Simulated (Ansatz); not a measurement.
Band structure of Gd

```
CELL_PARAMETERS angstrom
0.00000 3.49485 3.49485
3.49485 0.00000 3.49485
3.49485 3.49485 0.00000
ATOMIC_POSITIONS crystal
Gd 0.00000 0.00000 0.00000
Gd 0.25000 0.25000 0.25000
```

Atom numbers follow the list: Gd1, Gd2.

The cell was built from the diamond type and relaxed in the same program, and has space group Fd-3m; it needn't be a known or the stable phase.

Semilocal functionals without a Hubbard term describe localised f shells poorly; where the shell is localised, the real material differs.

Runs of this kind can end on a higher state of the open shell or of the magnetic order, so this needn't be the ground state of the method.

Spin–orbit coupling is left out, though it moves levels of the heavy atoms by tenths of an eV or more.

The calculation used DFT, PBE, all-electron LAPW, scalar-relativistic (Ansatz 0.2.0).

The runs use a Γ-centred 9×9×9 k mesh, Fermi–Dirac smearing of 0.03 eV, basis error target 0.5 meV/atom, spin-polarised from start moments Gd1 7, Gd2 7 μB, ending with a cell moment of 15.32 μB.

Points in fractions of the reciprocal vectors of this cell: Γ (0, 0, 0), X (0.5, 0, 0.5), U (0.625, 0.25, 0.625), K (0.375, 0.375, 0.75), L (0.5, 0.5, 0.5), W (0.5, 0.25, 0.75). The path joins them by straight lines in the order Γ–X–U–K–Γ–L–W–X; legs that retrace an earlier one aren't tabulated. Energies are in eV from the Fermi level.

Q: Metal or insulator at this level of theory?

A: No gap opens: metallic or semimetallic.

Q: Tabulate bands 39 to 45 of the spin-up channel, counted from the lowest band of the run, along the path.

A: 
```json
{"k (1/Å)": "0.00", "point": "Γ", "band 39": "-3.93", "band 40": "-0.61", "band 41": "-0.61", "band 42": "0.21", "band 43": "0.21", "band 44": "0.21", "band 45": "1.95"}
{"k (1/Å)": "0.22", "point": "", "band 39": "-3.67", "band 40": "-0.94", "band 41": "-0.44", "band 42": "0.27", "band 43": "0.27", "band 44": "0.53", "band 45": "1.35"}
{"k (1/Å)": "0.45", "point": "", "band 39": "-2.90", "band 40": "-1.37", "band 41": "0.04", "band 42": "0.25", "band 43": "0.34", "band 44": "0.34", "band 45": "0.91"}
{"k (1/Å)": "0.67", "point": "", "band 39": "-1.76", "band 40": "-1.56", "band 41": "-0.65", "band 42": "0.31", "band 43": "0.31", "band 44": "0.77", "band 45": "0.80"}
{"k (1/Å)": "0.90", "point": "X", "band 39": "-1.41", "band 40": "-1.41", "band 41": "-0.21", "band 42": "-0.21", "band 43": "0.28", "band 44": "0.28", "band 45": "1.78"}
{"k (1/Å)": "0.98", "point": "", "band 39": "-1.43", "band 40": "-1.40", "band 41": "-0.25", "band 42": "-0.20", "band 43": "0.25", "band 44": "0.37", "band 45": "1.73"}
{"k (1/Å)": "1.06", "point": "", "band 39": "-1.46", "band 40": "-1.35", "band 41": "-0.34", "band 42": "-0.15", "band 43": "0.15", "band 44": "0.59", "band 45": "1.63"}
{"k (1/Å)": "1.14", "point": "", "band 39": "-1.50", "band 40": "-1.27", "band 41": "-0.47", "band 42": "-0.08", "band 43": "0.00", "band 44": "0.90", "band 45": "1.53"}
{"k (1/Å)": "1.22", "point": "U", "band 39": "-1.51", "band 40": "-1.16", "band 41": "-0.63", "band 42": "-0.19", "band 43": "0.00", "band 44": "1.25", "band 45": "1.45"}
{"k (1/Å)": "1.35", "point": "", "band 39": "-1.49", "band 40": "-1.21", "band 41": "-0.72", "band 42": "-0.15", "band 43": "0.14", "band 44": "1.14", "band 45": "1.41"}
{"k (1/Å)": "1.49", "point": "", "band 39": "-1.42", "band 40": "-1.33", "band 41": "-0.76", "band 42": "-0.09", "band 43": "0.38", "band 44": "0.77", "band 45": "1.52"}
{"k (1/Å)": "1.63", "point": "", "band 39": "-1.49", "band 40": "-1.21", "band 41": "-0.72", "band 42": "-0.15", "band 43": "0.14", "band 44": "1.14", "band 45": "1.41"}
{"k (1/Å)": "1.77", "point": "K", "band 39": "-1.51", "band 40": "-1.16", "band 41": "-0.63", "band 42": "-0.19", "band 43": "0.00", "band 44": "1.25", "band 45": "1.45"}
{"k (1/Å)": "2.01", "point": "", "band 39": "-1.86", "band 40": "-0.83", "band 41": "-0.80", "band 42": "-0.71", "band 43": "0.19", "band 44": "1.31", "band 45": "1.52"}
{"k (1/Å)": "2.24", "point": "", "band 39": "-2.84", "band 40": "-0.94", "band 41": "-0.60", "band 42": "-0.16", "band 43": "0.30", "band 44": "1.06", "band 45": "1.07"}
{"k (1/Å)": "2.48", "point": "", "band 39": "-3.64", "band 40": "-0.83", "band 41": "-0.60", "band 42": "0.26", "band 43": "0.28", "band 44": "0.58", "band 45": "1.40"}
{"k (1/Å)": "2.72", "point": "Γ", "band 39": "-3.93", "band 40": "-0.61", "band 41": "-0.61", "band 42": "0.21", "band 43": "0.21", "band 44": "0.21", "band 45": "1.95"}
{"k (1/Å)": "2.92", "point": "", "band 39": "-3.74", "band 40": "-0.69", "band 41": "-0.69", "band 42": "0.18", "band 43": "0.40", "band 44": "0.40", "band 45": "1.55"}
{"k (1/Å)": "3.11", "point": "", "band 39": "-3.19", "band 40": "-0.74", "band 41": "-0.74", "band 42": "0.14", "band 43": "0.56", "band 44": "0.56", "band 45": "0.71"}
{"k (1/Å)": "3.30", "point": "", "band 39": "-2.45", "band 40": "-0.63", "band 41": "-0.63", "band 42": "-0.30", "band 43": "0.35", "band 44": "0.35", "band 45": "0.38"}
{"k (1/Å)": "3.50", "point": "L", "band 39": "-1.95", "band 40": "-0.79", "band 41": "-0.51", "band 42": "-0.51", "band 43": "0.16", "band 44": "0.16", "band 45": "0.48"}
{"k (1/Å)": "3.66", "point": "", "band 39": "-1.83", "band 40": "-1.00", "band 41": "-0.64", "band 42": "-0.46", "band 43": "0.28", "band 44": "0.34", "band 45": "0.70"}
{"k (1/Å)": "3.82", "point": "", "band 39": "-1.51", "band 40": "-1.28", "band 41": "-0.86", "band 42": "-0.26", "band 43": "0.33", "band 44": "0.52", "band 45": "1.38"}
{"k (1/Å)": "3.98", "point": "", "band 39": "-1.42", "band 40": "-1.33", "band 41": "-0.76", "band 42": "-0.09", "band 43": "0.38", "band 44": "0.77", "band 45": "1.52"}
{"k (1/Å)": "4.13", "point": "W", "band 39": "-1.41", "band 40": "-1.41", "band 41": "-0.33", "band 42": "-0.33", "band 43": "0.78", "band 44": "0.78", "band 45": "1.20"}
{"k (1/Å)": "4.25", "point": "", "band 39": "-1.41", "band 40": "-1.41", "band 41": "-0.32", "band 42": "-0.32", "band 43": "0.66", "band 44": "0.66", "band 45": "1.33"}
{"k (1/Å)": "4.36", "point": "", "band 39": "-1.41", "band 40": "-1.41", "band 41": "-0.28", "band 42": "-0.28", "band 43": "0.48", "band 44": "0.48", "band 45": "1.55"}
{"k (1/Å)": "4.47", "point": "", "band 39": "-1.41", "band 40": "-1.41", "band 41": "-0.24", "band 42": "-0.24", "band 43": "0.34", "band 44": "0.34", "band 45": "1.72"}
{"k (1/Å)": "4.58", "point": "X", "band 39": "-1.41", "band 40": "-1.41", "band 41": "-0.21", "band 42": "-0.21", "band 43": "0.28", "band 44": "0.28", "band 45": "1.78"}
```
